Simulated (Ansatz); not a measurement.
Consider CsPbI$_{3}$ in the cubic perovskite structure (space group Pm-3m, No. 221; a = 6.3327 Å).

The change: a hydrostatic pressure of 7 GPa.

Computed with Ansatz (a first-principles code), r2SCAN, PAW, cutoff 500 eV, spin-orbit coupling left out.

Base, band edges from the VBM (valence, conduction): M -0.51, 2.12; R 0.00, 1.70; X -1.02, 2.45; Γ -1.37, 3.52 eV.

Give the band edges at the high-symmetry points of the new zone, measured from its valence-band maximum.


```
point  valence edge (eV)  conduction edge (eV)
-----  -----------------  --------------------
Γ                  -2.93                  2.40
X                  -1.83                  1.51
M                  -0.93                  1.18
R                   0.00                  0.63
```

The gap is 0.63 eV, direct at R.

With I and Pb present, leaving out spin-orbit coupling can change the band edges. Load acts through the strain it causes; cell and atoms are relaxed under it. No phonon test of stability was made. No other phases were tried under pressure. Many cubic perovskites are stable only at high temperature; tilts and polar distortions were not tested. This is not the structure that CsPbI3 has at room temperature and ambient pressure.
